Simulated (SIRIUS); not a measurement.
# Al (Fm-3m) in SIRIUS: equation of state

Aim: energy against volume of Al in PBEsol, for its equilibrium volume and stiffness.

All numbers are computed with SIRIUS 7.10.0; they aren't measurements. Logs are shortened: lines on timing, memory, paths and dates and some standing lists are left out, and cuts for length are marked. The log counts tension as positive stress, the text compression.

**Measured values to compare with.**

From “The interpretation of polycrystalline coherent inelastic neutron scattering from aluminium”, 2013, pmc:3831299, for a bulk crystal of Al: bulk modulus 76.9 GPa.

How close the calculation comes is told below.

## 1. The crystal as given

The structure is cubic, space group Fm-3m (No. 225). Conventional cell: a = 4.050 Å, b = 4.050 Å, c = 4.050 Å, α = 90.00°, β = 90.00°, γ = 90.00°. Al (site symmetry m-3m) has 12 Al at 2.86 Å as nearest neighbours.

## 2. Single point, PBEsol, 15.61 Å³/atom (volume scaled by 0.94)

Contents of sirius.json:

```json
{
  "control": {
    "processing_unit": "cpu",
    "verbosity": 2,
    "num_bands_to_print": 7,
    "print_forces": true,
    "print_stress": true
  },
  "parameters": {
    "electronic_structure_method": "pseudopotential",
    "xc_functionals": ["XC_GGA_X_PBE_SOL", "XC_GGA_C_PBE_SOL"],
    "gk_cutoff": 6.4,
    "pw_cutoff": 12.8,
    "ngridk": [11, 11, 11],
    "shiftk": [0, 0, 0],
    "smearing": "fermi_dirac",
    "smearing_width": 0.0018374661,
    "num_bands": 7,
    "num_mag_dims": 0,
    "num_dft_iter": 100,
    "energy_tol": 1e-08,
    "density_tol": 1e-06
  },
  "iterative_solver": {
    "type": "davidson",
    "min_tolerance": 1e-09,
    "tolerance_scale": [0.1, 0.25]
  },
  "mixer": {
    "type": "anderson",
    "beta": 0.7,
    "max_history": 8
  },
  "settings": {
    "tol_ne": 1e-10,
    "pseudo_grid_cutoff": 6.5
  },
  "unit_cell": {
    "lattice_vectors": [
      [0.0, 3.748216684379, 3.748216684379],
      [3.748216684379, 0.0, 3.748216684379],
      [3.748216684379, 3.748216684379, 0.0]
    ],
    "atom_coordinate_units": "lattice",
    "atom_types": ["Al"],
    "atom_files": {
      "Al": "Al.json"
    },
    "atoms": {
      "Al": [
        [0.0, 0.0, 0.0]
      ]
    }
  }
}
```

Potentials or basis: PseudoDojo 0.4.1 PBEsol standard (scalar relativistic).

The run is started by

```console
upf_to_json Al.upf
OMP_NUM_THREADS=1 sirius.scf --input=sirius.json --output=out.json --task=0
```

What it wrote:

```text
[info] SIRIUS version : 7.10.0
[info] number of MPI ranks           : 1
[info] MPI grid                      : 1 1
[info] maximum number of OMP threads : 1
[fft] FFT context for density and potential
[fft] =====================================
[fft]   comm size                             : 1
[fft]   plane wave cutoff                     : 12.8
[fft]   grid size                             : 24 24 24   total : 13824
[fft]   grid limits                           : -11 12   -11 12   -11 12
[fft]   number of G-vectors within the cutoff : 1860
[fft]   local number of G-vectors             : 1860
[fft]   number of G-shells                    : 129
[fft] FFT context for coarse grid
[fft] =====================================
[fft]   comm size                             : 1
[fft]   plane wave cutoff                     : 12.8
[fft]   grid size                             : 24 24 24   total : 13824
[fft]   grid limits                           : -11 12   -11 12   -11 12
[fft]   number of G-vectors within the cutoff : 1860
[fft]   local number of G-vectors             : 1860
[fft]   number of G-shells                    : 129
[unit cell] lattice vectors
[unit cell]   a1 :       0.0000000000      3.7482166844      3.7482166844
[unit cell]   a2 :       3.7482166844      0.0000000000      3.7482166844
[unit cell]   a3 :       3.7482166844      3.7482166844      0.0000000000
[unit cell] reciprocal lattice vectors
[unit cell]   b1 :      -0.8381566270      0.8381566270      0.8381566270
[unit cell]   b2 :       0.8381566270     -0.8381566270      0.8381566270
[unit cell]   b3 :       0.8381566270      0.8381566270     -0.8381566270
[unit cell] unit cell volume :       105.31835429 [a.u.^3]
[unit cell] 1/sqrt(omega)    :         0.09744240
[unit cell] MT volume        :         0.00000000 ( 0.00%)
[unit cell] IT volume        :       105.31835429 (100.00%)
[unit cell] number of atom types : 1
[unit cell] type id : 0 symbol : Al mt_radius :  18.750000 num_atoms : 1
[unit cell] total number of atoms : 1
[unit cell] number of symmetry classes : 1
[unit cell] number of PAW atoms : 0
[unit cell] atom id  type id  class id             position                      vector_field
[unit cell] ------------------------------------------------------------------------------------------
[unit cell]      0        0        0      0.00000   0.00000   0.00000      0.00000   0.00000   0.00000
[unit cell] atom id         position (Cartesian, a.u.)
[unit cell] ---------------------------------------------
[unit cell]      0       0.000000    0.000000    0.000000
[unit cell] class id : 0 atom id : 0
[unit cell] minimum bond length:     5.300779
[unit cell] total number of pseudo wave-functions: 4
[sym] space group number   : 225
[sym] international symbol : Fm-3m
[sym] Hall symbol          : -F 4 2 3
[sym] space group transformation matrix :
[sym]   0.0000  0.5000  0.5000
[... 252 lines left out ...]
[find] <rho|E^{XC}>                   :      -1.09759291
[find] <mag|B^{XC}>                   :       0.00000000
[find] <rho|V^{H}>                    :       0.00783159
[find] one-electron contribution      :       1.52578525 (Ha),       3.05157050 (Ry)
[find] hartree contribution           :       0.00391580
[find] xc contribution                :      -1.09759291
[find] ewald contribution             :      -2.75222607
[find] PAW contribution               :       0.00000000
[find] smearing (-TS)                 :      -0.00014233
[find] SCF correction                 :       0.00000008
[find] Total energy                   :      -2.32011785 (Ha),      -4.64023571 (Ry)
[find] Free energy (E-TS)             :      -2.32026018 (Ha),      -4.64052036 (Ry)
[find] band gap (eV)                  :       0.00000000
[find] Efermi                         :       0.31074831
[find] iteration : 8, RMS : 7.485683550346e-08, energy difference : -3.324407416017e-11
[find] Hartree energy of density residual : 2.295323469507e-13
[find] bands are converged : true
[find] iterative solver converged : true
[find] converged after 9 SCF iterations!
[find] Charges and magnetic moments
[find] --------------------------------------------------------------------------------
[find] total charge          : 3.000000
[find] Energy
[find] --------------------------------------------------------------------------------
[find] valence_eval_sum               :       0.42726954
[find] <rho|V^{XC}>                   :      -1.10634730
[find] <rho|E^{XC}>                   :      -1.09759291
[find] <mag|B^{XC}>                   :       0.00000000
[find] <rho|V^{H}>                    :       0.00783159
[find] one-electron contribution      :       1.52578525 (Ha),       3.05157050 (Ry)
[find] hartree contribution           :       0.00391580
[find] xc contribution                :      -1.09759291
[find] ewald contribution             :      -2.75222607
[find] PAW contribution               :       0.00000000
[find] smearing (-TS)                 :      -0.00014233
[find] SCF correction                 :       0.00000008
[find] Total energy                   :      -2.32011785 (Ha),      -4.64023571 (Ry)
[find] Free energy (E-TS)             :      -2.32026018 (Ha),      -4.64052036 (Ry)
[find] band gap (eV)                  :       0.00000000
[find] Efermi                         :       0.31074831
[ground_state] === stress tensor components [kbar] ===
[ground_state] === stress_kin ===
[ground_state] -1649.253762    0.000000   -0.000000
[ground_state]     0.000000-1649.253762    0.000000
[ground_state]    -0.000000    0.000000-1649.253762
[ground_state] === stress_har ===
[ground_state]    -3.646300   -0.000000   -0.000000
[ground_state]    -0.000000   -3.646300    0.000000
[ground_state]    -0.000000    0.000000   -3.646300
[ground_state] === stress_ewald ===
[ground_state]  2562.809887    0.000000    0.000000
[ground_state]     0.000000 2562.809887   -0.000000
[ground_state]     0.000000   -0.000000 2562.809887
[ground_state] === stress_vloc ===
[ground_state]  -161.967665   -0.000000    0.000000
[ground_state]    -0.000000 -161.967665    0.000000
[ground_state]     0.000000    0.000000 -161.967665
[ground_state] === stress_xc ===
[ground_state]    23.417040    0.000000    0.000000
[ground_state]     0.000000   23.417040   -0.000000
[ground_state]     0.000000   -0.000000   23.417040
[ground_state] === stress_core ===
[ground_state]   828.111757    0.000000    0.000000
[ground_state]     0.000000  828.111757   -0.000000
[ground_state]     0.000000   -0.000000  828.111757
[ground_state] === stress_nonloc ===
[ground_state] -1632.076659   -0.000000   -0.000000
[ground_state]    -0.000000-1632.076659    0.000000
[ground_state]    -0.000000    0.000000-1632.076659
[ground_state] === stress_us_nl ===
[ground_state] -1632.076659   -0.000000   -0.000000
[ground_state]    -0.000000-1632.076659    0.000000
[ground_state]    -0.000000    0.000000-1632.076659
[ground_state] === stress_total ===
[ground_state]   -32.605702    0.000000   -0.000000
[ground_state]     0.000000  -32.605702   -0.000000
[ground_state]    -0.000000   -0.000000  -32.605702
[ground_state] ==== total Forces in Ha/bohr =====
[ground_state] atom:    0, force:       0.0000000      0.0000000      0.0000000
[ground_state] ==== ultrasoft contribution from Qij =====
[ground_state] atom:    0, force:       0.0000000      0.0000000      0.0000000
[ground_state] ==== non-local contribution from Beta-projector =====
[ground_state] atom:    0, force:       0.0000000      0.0000000      0.0000000
[ground_state] ==== contribution from local potential =====
[ground_state] atom:    0, force:       0.0000000      0.0000000      0.0000000
[ground_state] ==== contribution from core density =====
[ground_state] atom:    0, force:       0.0000000      0.0000000      0.0000000
[ground_state] ==== Ewald forces from ions =====
[ground_state] atom:    0, force:       0.0000000      0.0000000      0.0000000
[~DFT_ground_state] local op. applied: 10140
[~DFT_ground_state] evp. work count: 6667.95
[~DFT_ground_state] number of iterative solver steps: 1866
```

Wall time 5.2 s (1 thread of Arm Neoverse V1, shared host); peak memory 0.18 GiB.

Results:

```yaml
Free_energy: -63.1375 eV
Pressure: 3.3 GPa
Band_gap_on_the_k_mesh: none (metal or under the smearing width)
```

## 3. Single point, PBEsol, 15.94 Å³/atom (volume scaled by 0.96)

Changes to sirius.json since step 2:

```diff
@@ -39,5 +39,5 @@
     "lattice_vectors": [
-      [0.0, 3.748216684379, 3.748216684379],
-      [3.748216684379, 0.0, 3.748216684379],
-      [3.748216684379, 3.748216684379, 0.0]
+      [0.0, 3.774613446206, 3.774613446206],
+      [3.774613446206, 0.0, 3.774613446206],
+      [3.774613446206, 3.774613446206, 0.0]
     ],
```

Potentials or basis: PseudoDojo 0.4.1 PBEsol standard (scalar relativistic).

The run is started by

```console
upf_to_json Al.upf
OMP_NUM_THREADS=1 sirius.scf --input=sirius.json --output=out.json --task=0
```

It took 5.1 s on 1 thread of Arm Neoverse V1, shared host; peak memory 0.18 GiB.

The run converged. Its results:

| Property | Result |
| --- | --- |
| Free energy | -63.1422 eV |
| Pressure | 1.3 GPa |
| Band gap on the k mesh | none (metal or under the smearing width) |

## 4. Single point, PBEsol, 16.27 Å³/atom (volume scaled by 0.98)

Changes to sirius.json since step 3:

```diff
@@ -39,5 +39,5 @@
     "lattice_vectors": [
-      [0.0, 3.774613446206, 3.774613446206],
-      [3.774613446206, 0.0, 3.774613446206],
-      [3.774613446206, 3.774613446206, 0.0]
+      [0.0, 3.800646085586, 3.800646085586],
+      [3.800646085586, 0.0, 3.800646085586],
+      [3.800646085586, 3.800646085586, 0.0]
     ],
```

The run is started by

```console
upf_to_json Al.upf
OMP_NUM_THREADS=1 sirius.scf --input=sirius.json --output=out.json --task=0
```

Wall time 5.1 s (1 thread of Arm Neoverse V1, shared host); peak memory 0.18 GiB.

The run converged. Its results:

```
Free energy            : -63.1430 eV
Pressure               : -0.5 GPa
Band gap on the k mesh : none (metal or under the smearing width)
```

## 5. Single point, PBEsol, 16.93 Å³/atom (volume scaled by 1.02)

Changes to sirius.json since step 4:

```diff
@@ -39,5 +39,5 @@
     "lattice_vectors": [
-      [0.0, 3.800646085586, 3.800646085586],
-      [3.800646085586, 0.0, 3.800646085586],
-      [3.800646085586, 3.800646085586, 0.0]
+      [0.0, 3.851667557494, 3.851667557494],
+      [3.851667557494, 0.0, 3.851667557494],
+      [3.851667557494, 3.851667557494, 0.0]
     ],
```

The run is started by

```console
upf_to_json Al.upf
OMP_NUM_THREADS=1 sirius.scf --input=sirius.json --output=out.json --task=0
```

Wall time 5.3 s (1 thread of Arm Neoverse V1, shared host); peak memory 0.18 GiB.

Results (log left out):

```yaml
Free_energy: -63.1346 eV
Pressure: -3.5 GPa
Band_gap_on_the_k_mesh: none (metal or under the smearing width)
```

## 6. Single point, PBEsol, 17.27 Å³/atom (volume scaled by 1.04)

Changes to sirius.json since step 5:

```diff
@@ -39,5 +39,5 @@
     "lattice_vectors": [
-      [0.0, 3.851667557494, 3.851667557494],
-      [3.851667557494, 0.0, 3.851667557494],
-      [3.851667557494, 3.851667557494, 0.0]
+      [0.0, 3.876679086764, 3.876679086764],
+      [3.876679086764, 0.0, 3.876679086764],
+      [3.876679086764, 3.876679086764, 0.0]
     ],
```

Potentials or basis: PseudoDojo 0.4.1 PBEsol standard (scalar relativistic).

The run is started by

```console
upf_to_json Al.upf
OMP_NUM_THREADS=1 sirius.scf --input=sirius.json --output=out.json --task=0
```

Wall time 5.7 s (1 thread of Arm Neoverse V1, shared host); peak memory 0.18 GiB.

Results (log left out):

| Quantity | Value |
| --- | --- |
| Free energy | -63.1261 eV |
| Pressure | -4.7 GPa |
| Band gap on the k mesh | none (metal or under the smearing width) |

## 7. Single point, PBEsol, 17.60 Å³/atom (volume scaled by 1.06)

Changes to sirius.json since step 6:

```diff
@@ -39,5 +39,5 @@
     "lattice_vectors": [
-      [0.0, 3.876679086764, 3.876679086764],
-      [3.876679086764, 0.0, 3.876679086764],
-      [3.876679086764, 3.876679086764, 0.0]
+      [0.0, 3.901371975896, 3.901371975896],
+      [3.901371975896, 0.0, 3.901371975896],
+      [3.901371975896, 3.901371975896, 0.0]
     ],
```

The run is started by

```console
upf_to_json Al.upf
OMP_NUM_THREADS=1 sirius.scf --input=sirius.json --output=out.json --task=0
```

Run time: 5.8 s. Hardware: 1 thread of Arm Neoverse V1, shared host; peak memory 0.18 GiB.

It converged, with:

- Free energy: -63.1151 eV
- Pressure: -5.9 GPa
- Band gap on the k mesh: none (metal or under the smearing width)

## 8. Equation of state, PBEsol

Potentials or basis: PseudoDojo 0.4.1 PBEsol standard (scalar relativistic).

No new run: the results of the series are fitted here.

What came out:

* Equilibrium volume: 16.18 Å³/atom
* Bulk modulus: 84 GPa
* Pressure derivative of the bulk modulus: 4.5

Energy against volume, from the lowest point:
```tsv
volume (Å³/atom)	energy (meV/atom)
15.607	5.51
15.939	0.82
16.271	0.00
16.603	2.65
16.935	8.41
17.267	16.94
17.599	27.94
```

## 9. Comparison with measurements

Step 8. Measured bulk modulus of Al: 76.9 GPa (quoted in “The interpretation of polycrystalline coherent inelastic neutron scattering from aluminium”, 2013, pmc:3831299). This calculation gives 84 GPa (+9.3 %). The fit is for a static lattice scaled at fixed shape and fixed fractional positions. The cell as given is a measured one (16.60 Å³/atom); PBEsol puts the equilibrium volume -2.6 % from it, thermal expansion not counted.
